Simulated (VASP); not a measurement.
# ThSeO: phonons from a supercell, part 2 of 4

How does the lattice of ThSeO vibrate? The start is a cell from a database of measured crystal structures.

VASP 6.6.1; PBEsol; plane waves and PAW (Th, Se, O).

So far. Step 2 (Relax the host): The run ended after 5 ionic steps, 0.082 eV below its first step, once the forces on the free atoms met EDIFFG = -0.02.

## (3) Tight relaxation

The cell keeps its measured volume, while shape and atoms relax. Force constants are second derivatives, so the residual forces must be far smaller than usual.

INCAR reads:

```
SYSTEM = ThSeO
PREC = Accurate
ENCUT = 480
EDIFF = 1E-08
NELM = 120
ISMEAR = 0
SIGMA = 0.05
LREAL = .FALSE.
ALGO = Fast
GGA = PS
NBANDS = 30
LASPH = .TRUE.
LORBIT = 11
LWAVE = .FALSE.
LCHARG = .FALSE.
KPAR = 2
NCORE = 4
IBRION = 1
NSW = 30
ISIF = 4
EDIFFG = -0.002
POTIM = 0.4
```

POSCAR reads:

```
ThSeO
1.0
    4.0227506329      0.0000000000      0.0000000000
    0.0000000000      4.0227506329      0.0000000000
    0.0000000000      0.0000000000      7.0833994035
Th Se O
2 2 2
Direct
    0.0000000000      0.5000000000      0.1868993966
    0.5000000000      0.0000000000      0.8131006034
    0.0000000000      0.5000000000      0.6363922805
    0.5000000000      0.0000000000      0.3636077195
    0.0000000000      0.0000000000      0.0000000000
    0.5000000000      0.5000000000      0.0000000000
```

KPOINTS reads:

```
Automatic mesh
0
Gamma
7 7 4
0 0 0
```

PAW data sets: Th, Se and O (PBE family, release 64).

The run is started by

```bash
mpirun -np 8 vasp_std
```

Log:

```text
[banner, memory and clock lines left out]
running    8 mpi-ranks, on    1 nodes
 distrk:  each k-point on    4 cores,    2 groups
 distr:  one band on    4 cores,    1 groups

 POSCAR found type information on POSCAR ThSeO
 POSCAR found :  3 types and       6 ions
 [... a notice as in an earlier step ...]

 LDA part: xc-table for (Slater+PW92), standard interpolation
 POSCAR, INCAR and KPOINTS ok, starting setup
 FFT: planning ... GRIDC
 FFT: planning ... GRID_SOFT
 FFT: planning ... GRID
 WAVECAR not read
 entering main loop
       N       E                     dE             d eps       ncg     rms          rms(c)
DAV:   1     0.515267203284E+03    0.51527E+03   -0.19580E+04  1800   0.142E+03
DAV:   2     0.154253615989E+02   -0.49984E+03   -0.49040E+03  2480   0.365E+02
DAV:   3    -0.563165276786E+02   -0.71742E+02   -0.70971E+02  2940   0.141E+02
DAV:   4    -0.586214723262E+02   -0.23049E+01   -0.22975E+01  2560   0.281E+01
DAV:   5    -0.587398590621E+02   -0.11839E+00   -0.11831E+00  3102   0.532E+00    0.495E+01
RMM:   6    -0.518636243340E+02    0.68762E+01   -0.32960E+01  1900   0.253E+01    0.414E+01
RMM:   7    -0.524442576269E+02   -0.58063E+00   -0.13151E+01  2425   0.137E+01    0.311E+01
RMM:   8    -0.537258392064E+02   -0.12816E+01   -0.18086E+01  2071   0.186E+01    0.260E+01
RMM:   9    -0.521223163864E+02    0.16035E+01   -0.92789E+00  2164   0.143E+01    0.101E+00
RMM:  10    -0.522064362431E+02   -0.84120E-01   -0.95189E-01  2536   0.421E+00    0.248E+00
RMM:  11    -0.521930398899E+02    0.13396E-01   -0.11760E-01  2637   0.154E+00    0.200E+00
RMM:  12    -0.521834456122E+02    0.95943E-02   -0.45766E-02  2681   0.821E-01    0.175E+00
RMM:  13    -0.521714689229E+02    0.11977E-01   -0.15897E-01  2600   0.172E+00    0.136E+00
RMM:  14    -0.521830617710E+02   -0.11593E-01   -0.67684E-02  2573   0.111E+00    0.853E-01
RMM:  15    -0.521789358217E+02    0.41259E-02   -0.49460E-03  2429   0.385E-01    0.736E-01
RMM:  16    -0.521754674863E+02    0.34683E-02   -0.70573E-03  2566   0.329E-01    0.621E-01
RMM:  17    -0.521726505255E+02    0.28170E-02   -0.11442E-02  2740   0.408E-01    0.443E-01
RMM:  18    -0.521722508946E+02    0.39963E-03   -0.49081E-03  2809   0.258E-01    0.253E-01
RMM:  19    -0.521722902342E+02   -0.39340E-04   -0.15361E-03  2889   0.144E-01    0.171E-01
RMM:  20    -0.521723385335E+02   -0.48299E-04   -0.85900E-04  2872   0.990E-02    0.455E-02
RMM:  21    -0.521723804718E+02   -0.41938E-04   -0.58264E-04  2947   0.864E-02    0.733E-02
RMM:  22    -0.521724124493E+02   -0.31977E-04   -0.35794E-04  2719   0.626E-02    0.448E-02
WARNING in EDDRMM: call to ZHEGV failed, returncode =   6  3     12
RMM:  23    -0.521724368669E+02   -0.24418E-04   -0.27832E-04  2847   0.511E-02    0.175E-02
RMM:  24    -0.521724548975E+02   -0.18031E-04   -0.19959E-04  2824   0.422E-02    0.339E-03
 num prob RMM:  25    -0.521724689836E+02   -0.14086E-04   -0.15965E-04  2889   0.361E-02    0.655E-03
 num prob  num prob WARNING in EDDRMM: call to ZHEGV failed, returncode =   8  4     11
 num prob  num prob  num prob  num prob  num prob  num prob  num prob  num prob  num prob RMM:  26    -0.521724794751E+02   -0.10491E-04   -0.12398E-04  2708   0.305E-02    0.975E-03
 num prob  num prob  num prob  num prob RMM:  27    -0.521724881354E+02   -0.86603E-05   -0.10443E-04  2773   0.274E-02    0.138E-02
 num prob WARNING in EDDRMM: call to ZHEGV failed, returncode =   6  3     11
 num prob  num prob  num prob  num prob  num prob  num prob  num prob  num prob  num prob  num prob  num prob  num prob  num prob WARNING in EDDRMM: call to ZHEGV failed, returncode =   8  4     20
 num prob  num prob  num prob RMM:  28    -0.521724949411E+02   -0.68057E-05   -0.81053E-05  2774   0.241E-02    0.937E-03
 num prob  num prob  num prob  num prob  num prob WARNING in EDDRMM: call to ZHEGV failed, returncode =   6  3     11
 num prob  num prob  num prob  num prob  num prob  num prob  num prob  num prob  num prob  num prob  num prob  num prob  num prob  num prob  num prob  num prob  num prob  num prob RMM:  29    -0.521725009222E+02   -0.59811E-05   -0.70408E-05  2709   0.213E-02    0.849E-03
 num prob  num prob  num prob  num prob  num prob  num prob  num prob  num prob  num prob  num prob  num prob  num prob  num prob  num prob  num prob  num prob  num prob  num prob  num prob  num prob WARNING in EDDRMM: call to ZHEGV failed, returncode =   6  3     24
 num prob  num prob  num prob  num prob  num prob  num prob  num prob  num prob  num prob  num prob  num prob  num prob  num prob  num prob  num prob  num prob  num prob  num prob  num prob  num prob  num prob  num prob  num prob  num prob  num prob  num prob  num prob  num prob  num prob  num prob  num prob  num prob  num prob  num prob  num prob  num prob  num prob  num prob  num prob  num prob  num prob  num prob RMM:  30    -0.521725057370E+02   -0.48148E-05   -0.56758E-05  2153   0.184E-02    0.925E-03
 num prob  num prob  num prob  num prob  num prob  num prob  num prob  num prob  num prob  num prob  num prob  num prob  num prob  num prob  num prob  num prob  num prob  num prob WARNING in EDDRMM: call to ZHEGV failed, returncode =   8  4     24
 num prob  num prob  num prob  num prob  num prob  num prob  num prob RMM:  31    -0.521725099852E+02   -0.42482E-05   -0.49429E-05  2472   0.171E-02    0.911E-03
 num prob  num prob  num prob  num prob  num prob  num prob  num prob  num prob  num prob  num prob  num prob  num prob  num prob  num prob  num prob  num prob  num prob  num prob  num prob  num prob  num prob  num prob  num prob  num prob  num prob  num prob  num prob  num prob  num prob  num prob  num prob  num prob  num prob  num prob  num prob  num prob  num prob  num prob  num prob  num prob  num prob  num prob  [...]
 num prob  num prob  num prob  num prob  num prob  num prob  num prob  num prob  num prob  num prob  num prob  num prob  num prob  num prob  num prob  num prob  num prob  num prob  num prob  num prob  num prob  num prob  num prob  num prob  num prob  num prob  num prob  num prob  num prob  num prob  num prob  num prob  num prob  num prob  num prob  num prob  num prob  num prob  num prob  num prob  num prob  num prob  num prob  num prob  num prob  num prob  num prob  num prob  num prob  num prob  num prob  num prob  num prob  num prob  num prob  num prob RMM:  33    -0.521725164695E+02   -0.29953E-05   -0.35733E-05  2066   0.138E-02    0.100E-02
[...]
num prob  num prob  num prob  num prob  num prob  num prob  num prob  num prob  num prob  num prob  num prob  num prob  num prob  num prob  num prob  num prob  num prob  num prob  num prob  num prob  num prob  num prob  num prob  num prob  num prob  num prob  num prob  num prob  num prob  num prob  num prob  num prob RMM:  79    -0.521725337381E+02   -0.16774E-05   -0.18448E-05  1516   0.192E-03    0.108E-02
 num prob  num prob  num prob  num prob  num prob  num prob  num prob  num prob  num prob  num prob  num prob  num prob  num prob  num prob  num prob  num prob  num prob  num prob  num prob  num prob  num prob  num prob  num prob  num prob  num prob  num prob  num prob  num prob  num prob  num prob  num prob  num prob  num prob  num prob  num prob  num prob  num prob  num prob  num prob  num prob  num prob  num prob  num prob  num prob  num prob  num prob  num prob  num prob  num prob  num prob  num prob RMM:  80    -0.521725342102E+02   -0.47212E-06   -0.57942E-06  1333   0.150E-03    0.108E-02
 num prob  num prob  num prob  num prob  num prob  num prob  num prob  num prob  num prob  num prob  num prob  num prob  num prob  num prob  num prob  num prob  num prob  num prob  num prob  num prob  num prob  num prob  num prob  num prob  num prob  num prob  num prob  num prob  num prob  num prob  num prob  num prob RMM:  81    -0.521725345465E+02   -0.33632E-06   -0.39178E-06  1471   0.165E-03    0.105E-02
 num prob  num prob  num prob  num prob  num prob  num prob  num prob  num prob  num prob  num prob  num prob  num prob  num prob  num prob  num prob  num prob  num prob  num prob  num prob  num prob  num prob  num prob  num prob  num prob  num prob  num prob  num prob  num prob  num prob  num prob  num prob  num prob RMM:  82    -0.521725346256E+02   -0.79121E-07   -0.12759E-06  1545   0.169E-03    0.998E-03
 num prob  num prob  num prob  num prob  num prob  num prob  num prob  num prob  num prob  num prob  num prob  num prob  num prob  num prob  num prob  num prob  num prob  num prob  num prob  num prob  num prob  num prob  num prob  num prob  num prob  num prob  num prob  num prob  num prob  num prob RMM:  83    -0.521725346864E+02   -0.60752E-07   -0.89601E-07  1540   0.162E-03    0.959E-03
 num prob  num prob  num prob  num prob  num prob  num prob  num prob  num prob  num prob  num prob  num prob  num prob  num prob  num prob  num prob  num prob  num prob  num prob  num prob  num prob  num prob  num prob  num prob RMM:  84    -0.521725346976E+02   -0.11243E-07   -0.44350E-07  2110   0.217E-03    0.844E-03
 num prob  num prob  num prob  num prob  num prob  num prob  num prob  num prob  num prob  num prob  num prob  num prob  num prob  num prob  num prob  num prob  num prob  num prob  num prob  num prob  num prob  num prob  num prob  num prob  num prob  num prob  num prob  num prob  num prob RMM:  85    -0.521725347483E+02   -0.50671E-07   -0.24956E-07  1433   0.150E-03    0.757E-03
 num prob  num prob  num prob  num prob  num prob  num prob  num prob  num prob  num prob  num prob  num prob  num prob RMM:  86    -0.521725347738E+02   -0.25499E-07   -0.30457E-07  2394   0.234E-03    0.742E-03
 num prob  num prob  num prob  num prob  num prob  num prob  num prob  num prob  num prob  num prob  num prob  num prob  num prob  num prob  num prob  num prob  num prob  num prob  num prob  num prob  num prob  num prob  num prob  num prob  num prob  num prob  num prob  num prob  num prob  num prob  num prob  num prob  num prob  num prob  num prob  num prob  num prob  num prob  num prob  num prob  num prob  num prob RMM:  87    -0.521725347814E+02   -0.75684E-08   -0.78640E-08  1321   0.119E-03
   1 F= -.52172535E+02 E0= -.52172535E+02  d E =-.521725E+02
 BRION: g(F)=  0.225E-04 g(S)=  0.341E-04
 bond charge predicted
       N       E                     dE             d eps       ncg     rms          rms(c)
DAV:   1    -0.521726083574E+02   -0.73584E-04   -0.35811E-03  2354   0.404E-01    0.412E-02
RMM:   2    -0.521725823486E+02    0.26009E-04   -0.20041E-04  1967   0.952E-02    0.220E-02
RMM:   3    -0.521725796343E+02    0.27144E-05   -0.11486E-04  2178   0.454E-02    0.142E-02
RMM:   4    -0.521725798066E+02   -0.17234E-06   -0.15672E-05  2412   0.223E-02    0.110E-02
RMM:   5    -0.521725793697E+02    0.43686E-06   -0.63002E-06  2403   0.116E-02    0.319E-03
RMM:   6    -0.521725793284E+02    0.41367E-07   -0.16551E-06  2576   0.575E-03    0.173E-03
 num prob  num prob RMM:   7    -0.521725794398E+02   -0.11147E-06   -0.11738E-06  2673   0.377E-03    0.173E-03
RMM:   8    -0.521725794226E+02    0.17253E-07   -0.46257E-07  2417   0.266E-03    0.281E-04
 num prob  num prob  num prob  num prob  num prob  num prob  num prob  num prob  num prob  num prob  num prob  num prob  num prob  num prob  num prob  num prob  num prob  num prob  num prob  num prob  num prob  num prob  num prob  num prob  num prob  num prob  num prob  num prob  num prob  num prob  num prob  num prob  num prob  num prob  num prob  num prob  num prob  num prob  num prob  num prob  num prob  num prob  [...]
   2 F= -.52172579E+02 E0= -.52172579E+02  d E =-.446410E-04
[...]
WARNING in EDDRMM: call to ZHEGV failed, returncode =   6  3     24
[...]
num prob  num prob  num prob WARNING in EDDRMM: call to ZHEGV failed, returncode =   6  3     22
 num prob  num prob  num prob  num prob  num prob  num prob  num prob WARNING in EDDRMM: call to ZHEGV failed, returncode =   6  3     23
[...]
num prob WARNING in EDDRMM: call to ZHEGV failed, returncode =   8  4      6
[... from here on, the cycles between the ionic steps are left out ...]
   3 F= -.52172610E+02 E0= -.52172610E+02  d E =-.309852E-04
[...]
WARNING in EDDRMM: call to ZHEGV failed, returncode =   6  3     16
WARNING in EDDRMM: call to ZHEGV failed, returncode =   8  4     17
[...]
num prob  num prob  num prob  num prob  num prob  num prob  num prob  num prob  num prob  num prob  num prob  num prob  num prob  num prob  num prob  num prob  num prob  num prob  num prob  num prob  num prob  num prob  num prob  num prob  num prob  num prob  num prob  num prob  num prob  num prob  num prob  num prob WARNING in EDDRMM: call to ZHEGV failed, returncode =   8  4     17
   4 F= -.52172613E+02 E0= -.52172613E+02  d E =-.286075E-05
 BRION: g(F)=  0.487E-06 g(S)=  0.443E-10 retain N=  1 mean eig= 2.82
 eig:   2.819
 bond charge predicted
       N       E                     dE             d eps       ncg     rms          rms(c)
DAV:   1    -0.521726136618E+02   -0.39260E-06   -0.37817E-05  2176   0.248E-02    0.216E-03
RMM:   2    -0.521726137874E+02   -0.12562E-06   -0.15204E-06  2056   0.624E-03    0.149E-03
 num prob  num prob  num prob  num prob  num prob  num prob  num prob  num prob  num prob  num prob  num prob  num prob  num prob  num prob  num prob  num prob  num prob  num prob  num prob  num prob  num prob  num prob  num prob  num prob  num prob  num prob  num prob  num prob  num prob  num prob  num prob RMM:   3    -0.521726138221E+02   -0.34660E-07   -0.34662E-07  1848   0.234E-03    0.136E-03
 num prob  num prob  num prob  num prob  num prob  num prob  num prob  num prob  num prob  num prob  num prob  num prob  num prob  num prob  num prob  num prob  num prob  num prob  num prob  num prob  num prob  num prob  num prob  num prob  num prob  num prob RMM:   4    -0.521726138213E+02    0.79308E-09   -0.59419E-08  1511   0.140E-03
   5 F= -.52172614E+02 E0= -.52172614E+02  d E =-.552930E-06
 BRION: g(F)=  0.213E-06 g(S)=  0.901E-09 retain N=  1 mean eig= 3.30
 eig:   3.299
 reached required accuracy - stopping structural energy minimisation
```

Wall time 3.5 min (8 MPI ranks of Intel Xeon Platinum 8375C at 2.90GHz (Ice Lake), shared host); peak memory 1.3 GiB.

Parts of OUTCAR (step 3):

```text
  LATTYP: Found a simple tetragonal cell.
 ALAT       =     4.0227506329
 C/A-ratio  =     1.7608348242

 Found     30 irreducible k-points:

   k-points           NKPTS =     30   k-points in BZ     NKDIM =     30   number of bands    NBANDS=     30

   ENCUT  =  480.0 eV  35.28 Ry    5.94 a.u.   7.19  7.19 12.65*2*pi/ulx,y,z

   NELECT =      48.0000    total number of electrons

 E-fermi :   6.5309

 k-point     1 :       0.0000    0.0000    0.0000
  band No.  band energies     occupation
    ...
     20       4.3175      2.00000
     21       4.3175      2.00000
     22       6.0353      2.00000
     23       6.3228      2.00000
     24       6.3228      2.00000
     25       7.0042      0.00000
     26       8.2155      0.00000
     27       8.7443      0.00000
     28       8.9552      0.00000
     29       9.1225      0.00000
    ...

 k-point     2 :       0.1429    0.0000    0.0000
  band No.  band energies     occupation
    ...
     20       4.0559      2.00000
     21       4.2373      2.00000
     22       5.5534      2.00000
     23       5.9345      2.00000
     24       5.9677      2.00000
     25       7.4552      0.00000
     26       8.4179      0.00000
     27       8.8006      0.00000
     28       8.8851      0.00000
     29       9.1273      0.00000
    ...

  Total       -2.2346508     -2.2346508     -2.2351092      0.0000000      0.0000000      0.0000000
  in kB      -31.2343374    -31.2343374    -31.2407447      0.0000000      0.0000000      0.0000000
  external PRESSURE =     -31.2364732 kB  Pullay stress =       0.0000000 kB

  energy-cutoff  :      480.00
  volume of cell :      114.63
      direct lattice vectors                 reciprocal lattice vectors
     4.024724794  0.000000000  0.000000000     0.248464194  0.000000000  0.000000000
     0.000000000  4.024724794 -0.000000000     0.000000000  0.248464194  0.000000000
    -0.000000000 -0.000000000  7.076452176     0.000000000  0.000000000  0.141313751

 POSITION                                       TOTAL-FORCE (eV/Angst)
 -----------------------------------------------------------------------------------
     -0.00000      2.01236      1.32207         0.000000      0.000000     -0.000440
      2.01236     -0.00000      5.75438        -0.000000     -0.000000      0.000440
     -0.00000      2.01236      4.50544        -0.000000     -0.000000      0.001603
      2.01236     -0.00000      2.57101         0.000000      0.000000     -0.001603
     -0.00000     -0.00000     -0.00000        -0.000000     -0.000000     -0.000000
      2.01236      2.01236     -0.00000        -0.000000      0.000000     -0.000000
 -----------------------------------------------------------------------------------
    total drift:                                0.000000      0.000000      0.000000

  FREE ENERGIE OF THE ION-ELECTRON SYSTEM (eV)
  ---------------------------------------------------
  free  energy   TOTEN  =       -52.1726138213 eV

  energy  without entropy=      -52.1726138213  energy(sigma->0) =      -52.17261382

 total charge
# of ion       s       p       d       f       tot
--------------------------------------------------
    1        2.101   5.876   0.859   0.490   9.327
    2        2.101   5.876   0.859   0.490   9.327
    3        1.446   2.437   0.020   0.000   3.902
    4        1.446   2.437   0.020   0.000   3.902
    5        1.567   3.465   0.000   0.000   5.031
    6        1.567   3.465   0.000   0.000   5.031
--------------------------------------------------
tot         10.227  23.556   1.758   0.981  36.521

[... 4 parts as in an earlier step ...]

[... 7 further parts left out ...]
```

Little changed from the start: no atom moved by 0.005 Å and no cell edge by 0.1 %.

This step gave:

* electronic cycles: 116
* free energy (TOTEN): -52.1726 eV
* Fermi energy: 6.531 eV
* pressure: -3.124 GPa
* gap on the k-mesh: 0.6814 eV
* least direct gap on the k-mesh: 0.6814 eV

The run ended after 5 ionic steps, 0.000 eV below its first step, once the forces on the free atoms met EDIFFG = -0.002.

(Continued in part 3 of 4.)

[Lines on the potential files, build, host, timing and source positions are cut from VASP's logs without a mark.]

[Logs are printed without paths, hosts, clocks, repeated set-up lines and the standing remarks that a program may print on its own settings, such as how far it seeks lower states.]

[Hosts, paths, dates, database ids (printed as entryN), source tags and the programs' standing remarks are cut or masked in the printed files.]

[Runs that stopped without an error message from VASP are left out.]
